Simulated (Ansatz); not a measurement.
# Dielectric response of GaN (110) films, part 4 of 6

How well do thin zincblende GaN (110) films screen a perpendicular field?

Ansatz 0.2.0; plane-wave DFT, PBEsol, Ansatz PAW.

So far. Step 17 (Single point, 16 atoms, units 8, field 0.05 V/Å): The dipole is 0.0450 e·Å, and the gap on the mesh 1.568 eV. Step 18 (Atoms held, 16 atoms, units 8, field -0.05 V/Å): The dipole is -0.0450 e·Å, and the gap on the mesh 1.568 eV.

## Step 19: Response with the atoms held, 16 atoms, units 8

This step: plane-wave DFT, PBEsol, Ansatz PAW; response to a field along the normal, atoms held (Ansatz 0.2.0).

Local field over the applied field, running mean. From the potentials at -0.05 and 0.05 V/Å; running mean over 1.591 Å, taken twice. Table of local field over applied field by z:

```tsv
z (Å)	local field over applied field
4.5	0.999
5.0	0.998
5.5	0.993
6.0	0.979
6.5	0.945
7.0	0.869
7.5	0.736
8.0	0.558
8.5	0.371
9.0	0.224
9.5	0.143
10.0	0.124
10.5	0.135
11.0	0.150
11.5	0.156
12.0	0.156
12.5	0.154
13.0	0.154
13.5	0.157
14.0	0.160
14.5	0.162
15.0	0.161
15.5	0.158
16.0	0.155
16.5	0.154
17.0	0.155
17.5	0.157
18.0	0.153
18.5	0.139
19.0	0.125
19.5	0.133
20.0	0.195
20.5	0.325
21.0	0.505
21.5	0.691
22.0	0.838
22.5	0.929
23.0	0.973
23.5	0.990
24.0	0.997
24.5	0.999
25.0	1.000
```

The induced dipole is that of a conductor 11.37 Å thick.

## Step 20: Field on, atoms free, 16 atoms, units 8, field 0.05 V/Å

This step: plane-wave DFT, PBEsol, Ansatz PAW (Ansatz 0.2.0).

The same pair of relaxations in the field for this thickness.

input.yaml reads:

```yaml
crystal:
  lattice:
    - [3.18198052, 0.0, 0.0]
    - [0.0, 4.5, 0.0]
    - [0.0, 0.0, 29.1369318037]
  atoms:
    - { symbol: Ga, position: [0.5, 0.5432385048, 0.3162333628] }
    - { symbol: "N", position: [0.0, 0.7433478734, 0.3079096981] }
    - { symbol: Ga, position: [0.0, -0.0039544758, 0.3618808549] }
    - { symbol: "N", position: [0.5, 0.2409116951, 0.3632008928] }
    - { symbol: Ga, position: [0.5, 0.4947895941, 0.4186400215] }
    - { symbol: "N", position: [0.0, 0.7449921654, 0.4179574164] }
    - { symbol: Ga, position: [0.0, -0.006704355, 0.4724923451] }
    - { symbol: "N", position: [0.5, 0.2433789963, 0.472769655] }
    - { symbol: Ga, position: [0.5, 0.4932956449, 0.5275076549] }
    - { symbol: "N", position: [0.0, 0.7433789965, 0.5272303449] }
    - { symbol: Ga, position: [0.0, -0.005210406, 0.5813599785] }
    - { symbol: "N", position: [0.5, 0.2449921655, 0.5820425835] }
    - { symbol: Ga, position: [0.5, 0.4960455252, 0.6381191451] }
    - { symbol: "N", position: [0.0, 0.7409116953, 0.6367991071] }
    - { symbol: Ga, position: [0.0, 0.0432385059, 0.6837666373] }
    - { symbol: "N", position: [0.5, 0.2433478742, 0.692090302] }
kpoints:
  mp_grid: { grid: [8, 6, 1] }
hamiltonian:
  xc: pbesol
scf:
  occupations: { method: fixed }
  convergence: { dr2_threshold: 1.0e-10 }
efield:
  axis: 3
  dipole_correction: true
  ramp_position: 0.97
  ramp_width: 0.06
  amplitude: 0.05
relax:
  f_tol: 0.0006
  max_steps: 70
output:
  write_potential: true
  write_density: true
  volumetric_format: npy
```

Command:

```
$ ansatz run input.yaml --threads 4 --pin off --max-ram 16384MiB --backend cpu --events-out ev --progress --plain --runs-dir out
```

Numbers of over 12 decimals in the logs are rounded to 6 here.

The log of the run:

```text
[...]
Crystal: 16 atoms, lattice volume = 417.209 Å³
Basis set: ecut = 420 eV, 8161 PW (Γ), exchange–correlation on 48×64×400 points (8 copies of the dense FFT grid, shifted against one another)
Bands: 88, of which v1, the nominal top of the filled ones, is band 72 counted from 1 (71 counted from 0)
Symmetry: 2 space group operations
k-points: 20 of 48 (time reversal used)
[...]
- { symbol: Ga, position: [0.5, 0.493267, 0.527526] }
    - { symbol: N, position: [0.0, 0.743360, 0.527218] }
    - { symbol: Ga, position: [0.0, -0.0052816, 0.581392] }
    - { symbol: N, position: [0.5, 0.244924, 0.582023] }
    - { symbol: Ga, position: [0.5, 0.495953, 0.638132] }
    - { symbol: N, position: [0.0, 0.740854, 0.636800] }
    - { symbol: Ga, position: [0.0, 0.043122, 0.683817] }
    - { symbol: N, position: [0.5, 0.243218, 0.692052] }
[key lines of the parts left out:]
SCF converged after 6 iterations
Free energy (F): -32979.213543 eV
Fermi energy:    0.927220 eV
Dipole field:    D = 0.021242 V/Å  (p = 0.048977 e·Å, saw-weighted, corrected)
```

Elapsed: 90 s, on 4 threads of Arm Neoverse V1, shared host; peak memory 1.2 GiB; 5.9 min of CPU time.

No atom moved by 0.005 Å in the relaxation.

The relaxation took 4 steps and lowered the energy by 1.0e-4 eV; the largest force on the free atoms ends at 5.9e-4 eV/Å.

The dipole is 0.0490 e·Å, and the gap on the mesh 1.578 eV.

## Step 21: Relaxing in the field, 16 atoms, units 8, field -0.05 V/Å

The opposite sign, again from the field-free geometry; the difference of the two cancels what relaxes without a field.

input.yaml, as its differences from that of step 20:

```diff
@@ -34,3 +34,3 @@
   ramp_width: 0.06
-  amplitude: 0.05
+  amplitude: -0.05
 relax:
```

The log of the run:

```text
[...]
Crystal: 16 atoms, lattice volume = 417.209 Å³
Basis set: ecut = 420 eV, 8161 PW (Γ), exchange–correlation on 48×64×400 points (8 copies of the dense FFT grid, shifted against one another)
Bands: 88, of which v1, the nominal top of the filled ones, is band 72 counted from 1 (71 counted from 0)
Symmetry: 2 space group operations
k-points: 20 of 48 (time reversal used)
[...]
- { symbol: Ga, position: [0.5, 0.493297, 0.527493] }
    - { symbol: N, position: [0.0, 0.743385, 0.527252] }
    - { symbol: Ga, position: [0.0, -0.00515707, 0.581345] }
    - { symbol: N, position: [0.5, 0.245055, 0.582070] }
    - { symbol: Ga, position: [0.5, 0.496123, 0.638112] }
    - { symbol: N, position: [0.0, 0.740991, 0.636818] }
    - { symbol: Ga, position: [0.0, 0.043387, 0.683735] }
    - { symbol: N, position: [0.5, 0.243502, 0.692136] }
[key lines of the parts left out:]
SCF converged after 6 iterations
Free energy (F): -32979.213543 eV
Fermi energy:    0.927220 eV
Dipole field:    D = -0.021242 V/Å  (p = -0.048977 e·Å, saw-weighted, corrected)
```

The job ended after 89 s (4 threads; peak memory 1.2 GiB).

No atom moved by 0.005 Å in the relaxation.

The relaxation took 4 steps and lowered the energy by 1.0e-4 eV; the largest force on the free atoms ends at 5.9e-4 eV/Å.

The dipole is -0.0490 e·Å, and the gap on the mesh 1.578 eV.

## Step 22: Response with the atoms relaxed, 16 atoms, units 8

This step: plane-wave DFT, PBEsol, Ansatz PAW; response to a field along the normal, atoms relaxed (Ansatz 0.2.0).

Local field over the applied field, running mean. From the potentials at -0.05 and 0.05 V/Å; running mean over 1.591 Å, taken twice. Local field over applied field against z:

```tsv
z (Å)	local field over applied field
4.5	0.999
5.0	0.998
5.5	0.993
6.0	0.981
6.5	0.947
7.0	0.858
7.5	0.702
8.0	0.521
8.5	0.296
9.0	0.136
9.5	0.00881
10.0	0.0220
10.5	0.0693
11.0	0.120
11.5	0.117
12.0	0.0896
12.5	0.0723
13.0	0.0718
13.5	0.0878
14.0	0.0994
14.5	0.109
15.0	0.103
15.5	0.0907
16.0	0.0774
16.5	0.0682
17.0	0.0857
17.5	0.106
18.0	0.129
18.5	0.0817
19.0	0.0384
19.5	-0.00487
20.0	0.0960
20.5	0.246
21.0	0.460
21.5	0.657
22.0	0.819
22.5	0.930
23.0	0.975
23.5	0.991
24.0	0.997
24.5	0.999
25.0	1.000
```

The induced dipole is that of a conductor 12.38 Å thick.

## Step 23: Relaxation, 18 atoms, units 9

This step: plane-wave DFT, PBEsol, Ansatz PAW (Ansatz 0.2.0).

System of this step: GaN (110), 9 units. The cell holds 18 atoms: 9 Ga and 9 N. Cell: a = 3.182 Å, b = 4.500 Å, c = 30.728 Å, α = 90.0°, β = 90.0°, γ = 90.0°. It derives from GaN (zincblende GaN). Vacuum lies along c.

The next thickness, treated alike, so that differences show the interior and the faces cancel.

input.yaml reads:

```yaml
crystal:
  lattice:
    - [3.18198052, 0.0, 0.0]
    - [0.0, 4.5, 0.0]
    - [0.0, 0.0, 30.7279220614]
  atoms:
    - { symbol: Ga, position: [0.5, 0.5, 0.2928932188] }
    - { symbol: "N", position: [0.0, 0.75, 0.2928932188] }
    - { symbol: Ga, position: [0.0, 0.0, 0.3446699141] }
    - { symbol: "N", position: [0.5, 0.25, 0.3446699141] }
    - { symbol: Ga, position: [0.5, 0.5, 0.3964466094] }
    - { symbol: "N", position: [0.0, 0.75, 0.3964466094] }
    - { symbol: Ga, position: [0.0, 0.0, 0.4482233047] }
    - { symbol: "N", position: [0.5, 0.25, 0.4482233047] }
    - { symbol: Ga, position: [0.5, 0.5, 0.5] }
    - { symbol: "N", position: [0.0, 0.75, 0.5] }
    - { symbol: Ga, position: [0.0, 0.0, 0.5517766953] }
    - { symbol: "N", position: [0.5, 0.25, 0.5517766953] }
    - { symbol: Ga, position: [0.5, 0.5, 0.6035533906] }
    - { symbol: "N", position: [0.0, 0.75, 0.6035533906] }
    - { symbol: Ga, position: [0.0, 0.0, 0.6553300859] }
    - { symbol: "N", position: [0.5, 0.25, 0.6553300859] }
    - { symbol: Ga, position: [0.5, 0.5, 0.7071067812] }
    - { symbol: "N", position: [0.0, 0.75, 0.7071067812] }
kpoints:
  mp_grid: { grid: [8, 6, 1] }
hamiltonian:
  xc: pbesol
scf:
  occupations: { method: fixed }
  convergence: { dr2_threshold: 1.0e-09 }
efield:
  axis: 3
  dipole_correction: true
  ramp_position: 0.97
  ramp_width: 0.06
relax:
  f_tol: 0.003
  max_steps: 100
output:
  write_potential: true
  write_density: true
  volumetric_format: npy
```

The log of the run:

```text
[...]
Crystal: 18 atoms, lattice volume = 439.990 Å³
Basis set: ecut = 420 eV, 8603 PW (Γ), exchange–correlation on 48×64×432 points (8 copies of the dense FFT grid, shifted against one another)
Bands: 99, of which v1, the nominal top of the filled ones, is band 81 counted from 1 (80 counted from 0)
Symmetry: 2 space group operations
[...]
- { symbol: Ga, position: [0.0, -0.00618997, 0.551902] }
    - { symbol: N, position: [0.5, 0.243976, 0.551698] }
    - { symbol: Ga, position: [0.5, 0.495511, 0.603043] }
    - { symbol: N, position: [0.0, 0.745726, 0.603669] }
    - { symbol: Ga, position: [0.0, -0.00329707, 0.656836] }
    - { symbol: N, position: [0.5, 0.241604, 0.655596] }
    - { symbol: Ga, position: [0.5, 0.543945, 0.700135] }
    - { symbol: N, position: [0.0, 0.744044, 0.708022] }
[key lines of the parts left out:]
SCF converged after 6 iterations
Free energy (F): -37102.046811 eV
Fermi energy:    1.399007 eV
Dipole field:    D = 0.000000 V/Å  (p = 0.000000 e·Å, saw-weighted, corrected)
Work function:   Φ+ = 5.8216 eV   Φ− = 5.8216 eV
```

The job ended after 3.2 min (4 threads; peak memory 1.4 GiB).

The steps of the relaxation:

```tsv
step	energy less that of the first step (eV)	largest force component (eV/Å)
1	0.0000	2.4499
2	-0.7465	1.1536
3	-0.9159	0.3154
4	-0.9338	0.1030
5	-0.9354	0.0132
6	-0.9354	0.0090
7	-0.9355	0.0011
```

The run keeps the 2 symmetry operations that it works with, so distortions that break them were not tested.

The atoms that moved most (Å):

```tsv
atom	dx	dy	dz	length
Ga17	0.000	0.198	-0.214	0.292
Ga1	0.000	0.198	0.214	0.292
Ga3	0.000	-0.015	-0.046	0.049
Ga15	0.000	-0.015	0.046	0.049
N2	0.000	-0.027	-0.028	0.039
N18	0.000	-0.027	0.028	0.039
N4	0.000	-0.038	-0.008	0.039
N16	0.000	-0.038	0.008	0.039
```

Final coordinates:

```xyz
18
Lattice="3.1820 0.0000 0.0000 0.0000 4.5000 0.0000 0.0000 0.0000 30.7279" Properties=species:S:1:pos:R:3
Ga    1.5910    2.4478    9.2142
N     0.0000    3.3482    8.9719
Ga    0.0000   -0.0148   10.5447
N     1.5910    1.0872   10.5828
Ga    1.5910    2.2298   12.1977
N     0.0000    3.3558   12.1784
Ga    0.0000   -0.0279   13.7691
N     1.5910    1.0979   13.7754
Ga    1.5910    2.2266   15.3640
N     0.0000    3.3505   15.3640
Ga    0.0000   -0.0279   16.9588
N     1.5910    1.0979   16.9525
Ga    1.5910    2.2298   18.5303
N     0.0000    3.3558   18.5495
Ga    0.0000   -0.0148   20.1832
N     1.5910    1.0872   20.1451
Ga    1.5910    2.4478   21.5137
N     0.0000    3.3482   21.7561
```

The relaxation took 7 steps and lowered the energy by 0.94 eV; the largest force on the free atoms ends at 0.0011 eV/Å.

The gap is 1.56 eV, with the valence edge 5.82 eV and the conduction edge 4.27 eV under the upper vacuum level.

## Step 24: Single point on the relaxed film, 18 atoms, units 9

The next thickness, treated alike, so that differences show the interior and the faces cancel.

input.yaml reads:

```yaml
crystal:
  lattice:
    - [3.18198052, 0.0, 0.0]
    - [0.0, 4.5, 0.0]
    - [0.0, 0.0, 30.7279220614]
  atoms:
    - { symbol: Ga, position: [0.5, 0.5439446878, 0.2998650921] }
    - { symbol: "N", position: [0.0, 0.7440442512, 0.2919776428] }
    - { symbol: Ga, position: [0.0, -0.0032970784, 0.3431636957] }
    - { symbol: "N", position: [0.5, 0.2416041058, 0.344403881] }
    - { symbol: Ga, position: [0.5, 0.4955112978, 0.3969567672] }
    - { symbol: "N", position: [0.0, 0.7457256742, 0.3963311205] }
    - { symbol: Ga, position: [0.0, -0.0061899704, 0.4480984106] }
    - { symbol: "N", position: [0.5, 0.2439761696, 0.4483018873] }
    - { symbol: Ga, position: [0.5, 0.4948042245, 0.4999999997] }
    - { symbol: "N", position: [0.0, 0.744557429, 0.5000000002] }
    - { symbol: Ga, position: [0.0, -0.0061899656, 0.5519015885] }
    - { symbol: "N", position: [0.5, 0.2439761732, 0.5516981133] }
    - { symbol: Ga, position: [0.5, 0.4955113063, 0.6030432318] }
    - { symbol: "N", position: [0.0, 0.7457256825, 0.6036688796] }
    - { symbol: Ga, position: [0.0, -0.0032970682, 0.6568363032] }
    - { symbol: "N", position: [0.5, 0.2416041172, 0.6555961196] }
    - { symbol: Ga, position: [0.5, 0.5439446969, 0.7001349087] }
    - { symbol: "N", position: [0.0, 0.7440442664, 0.7080223583] }
kpoints:
  mp_grid: { grid: [8, 6, 1] }
hamiltonian:
  xc: pbesol
scf:
  occupations: { method: fixed }
  convergence: { dr2_threshold: 1.0e-09 }
efield:
  axis: 3
  dipole_correction: true
  ramp_position: 0.97
  ramp_width: 0.06
output:
  eigenvalues: true
  write_potential: true
  write_density: true
  volumetric_format: npy
```

The log of the run:

```text
[...]
Crystal: 18 atoms, lattice volume = 439.990 Å³
Basis set: ecut = 420 eV, 8603 PW (Γ)
Bands: 99, of which v1, the nominal top of the filled ones, is band 81 counted from 1 (80 counted from 0)
Symmetry: 2 space group operations
k-points: 20 of 48 (time reversal used)
[...]
k-point 0: bands = [... 77 lower, 1.1523, 1.2304, 1.3405, 1.3990, 2.9551, 3.5652, 4.5469, 4.7954, ... 14 higher]
  k-point 1: bands = [... 77 lower, 0.9727, 1.0153, 1.2070, 1.3666, 3.7066, 3.9439, 4.6574, 5.0098, ... 14 higher]
  k-point 2: bands = [... 77 lower, 0.5199, 0.5423, 1.1901, 1.1905, 4.6205, 4.6540, 5.2395, 5.5049, ... 14 higher]
  k-point 19: bands = [... 77 lower, 0.0889, 0.1969, 1.0502, 1.1827, 4.6502, 4.7734, 6.2735, 6.5559, ... 14 higher]
[key lines of the parts left out:]
SCF converged after 10 iterations
Free energy (F): -37102.046858 eV
Fermi energy:    1.398988 eV
Dipole field:    D = 0.000000 V/Å  (p = 0.000000 e·Å, saw-weighted, corrected)
Work function:   Φ+ = 5.8216 eV   Φ− = 5.8216 eV
```

Wall time 43 s (4 threads); peak memory 1.7 GiB.

The gap is 1.56 eV, with the valence edge 5.82 eV and the conduction edge 4.27 eV under the upper vacuum level.

## Step 25: Atoms held, 18 atoms, units 9, field 0.05 V/Å

input.yaml, as its differences from that of step 24:

```diff
@@ -30,3 +30,3 @@
   occupations: { method: fixed }
-  convergence: { dr2_threshold: 1.0e-09 }
+  convergence: { dr2_threshold: 1.0e-10 }
 efield:
@@ -36,4 +36,4 @@
   ramp_width: 0.06
+  amplitude: 0.05
 output:
-  eigenvalues: true
   write_potential: true
```

The log of the run:

```text
[...]
Crystal: 18 atoms, lattice volume = 439.990 Å³
Basis set: ecut = 420 eV, 8603 PW (Γ)
Bands: 99, of which v1, the nominal top of the filled ones, is band 81 counted from 1 (80 counted from 0)
Symmetry: 2 space group operations
k-points: 20 of 48 (time reversal used)
[...]
k-point 0: bands = [... 77 lower, 1.1482, 1.2376, 1.3256, 1.4145, 2.9529, 3.5663, 4.5464, 4.7944, ... 14 higher]
  k-point 1: bands = [... 77 lower, 0.9650, 1.0275, 1.2002, 1.3741, 3.6997, 3.9496, 4.6570, 5.0086, ... 14 higher]
  k-point 2: bands = [... 77 lower, 0.5431, 0.5534, 1.1482, 1.2324, 4.5800, 4.6939, 5.2377, 5.5035, ... 14 higher]
  k-point 19: bands = [... 77 lower, 0.0843, 0.2028, 1.0365, 1.1964, 4.6323, 4.7910, 6.2728, 6.5551, ... 14 higher]
[key lines of the parts left out:]
SCF converged after 15 iterations
Free energy (F): -37102.048114 eV
Fermi energy:    1.414530 eV
Dipole field:    D = 0.020658 V/Å  (p = 0.050231 e·Å, saw-weighted, corrected)
```

Elapsed: 54 s, on 4 threads; peak memory 1.7 GiB; 3.5 min of CPU time.

The dipole is 0.0502 e·Å, and the gap on the mesh 1.538 eV.

## Step 26: Atoms held, 18 atoms, units 9, field -0.05 V/Å

input.yaml, as its differences from that of step 25:

```diff
@@ -36,3 +36,3 @@
   ramp_width: 0.06
-  amplitude: 0.05
+  amplitude: -0.05
 output:
```

The log of the run:

```text
[...]
Crystal: 18 atoms, lattice volume = 439.990 Å³
Basis set: ecut = 420 eV, 8603 PW (Γ)
Bands: 99, of which v1, the nominal top of the filled ones, is band 81 counted from 1 (80 counted from 0)
Symmetry: 2 space group operations
k-points: 20 of 48 (time reversal used)
[...]
k-point 0: bands = [... 77 lower, 1.1482, 1.2376, 1.3256, 1.4145, 2.9529, 3.5663, 4.5464, 4.7944, ... 14 higher]
  k-point 1: bands = [... 77 lower, 0.9650, 1.0275, 1.2002, 1.3741, 3.6997, 3.9496, 4.6570, 5.0086, ... 14 higher]
  k-point 2: bands = [... 77 lower, 0.5431, 0.5534, 1.1482, 1.2324, 4.5800, 4.6939, 5.2377, 5.5035, ... 14 higher]
  k-point 19: bands = [... 77 lower, 0.0843, 0.2028, 1.0365, 1.1964, 4.6323, 4.7910, 6.2728, 6.5551, ... 14 higher]
[key lines of the parts left out:]
SCF converged after 15 iterations
Free energy (F): -37102.048114 eV
Fermi energy:    1.414529 eV
Dipole field:    D = -0.020658 V/Å  (p = -0.050231 e·Å, saw-weighted, corrected)
```

Wall time 53 s (4 threads); peak memory 1.7 GiB; 3.5 min of CPU time.

The dipole is -0.0502 e·Å, and the gap on the mesh 1.538 eV.

## Step 27: Response with the atoms held, 18 atoms, units 9

This step: plane-wave DFT, PBEsol, Ansatz PAW; response to a field along the normal, atoms held (Ansatz 0.2.0).

Local field over the applied field, running mean. From the potentials at -0.05 and 0.05 V/Å; running mean over 1.591 Å, taken twice. Local field over applied field against z:

```tsv
z (Å)	local field over applied field
4.0	1.000
4.5	0.999
5.0	0.998
5.5	0.993
6.0	0.979
6.5	0.945
7.0	0.869
7.5	0.736
8.0	0.558
8.5	0.371
9.0	0.225
9.5	0.144
10.0	0.124
10.5	0.135
11.0	0.150
11.5	0.157
12.0	0.157
12.5	0.155
13.0	0.156
13.5	0.158
14.0	0.161
14.5	0.163
15.0	0.163
15.5	0.163
16.0	0.163
16.5	0.162
17.0	0.160
17.5	0.157
18.0	0.155
18.5	0.156
19.0	0.157
19.5	0.154
20.0	0.143
20.5	0.128
21.0	0.129
21.5	0.179
22.0	0.297
22.5	0.471
23.0	0.659
23.5	0.815
24.0	0.917
24.5	0.968
25.0	0.988
25.5	0.996
26.0	0.999
26.5	1.000
```

The induced dipole is that of a conductor 12.70 Å thick.

(Part 4 of 6 ends here.)

[Logs are printed without paths, hosts, clocks, repeated set-up lines and the standing remarks that a program may print on its own settings, such as how far it seeks lower states.]

[Hosts, paths, dates, database ids (printed as entryN), source tags and the programs' standing remarks are cut or masked in the printed files.]

[Maps of the electrostatic potential energy from Ansatz leave out the sawtooth potential of an applied field or a dipole correction, so their vacuum need not be flat; planar profiles and work functions include it.]
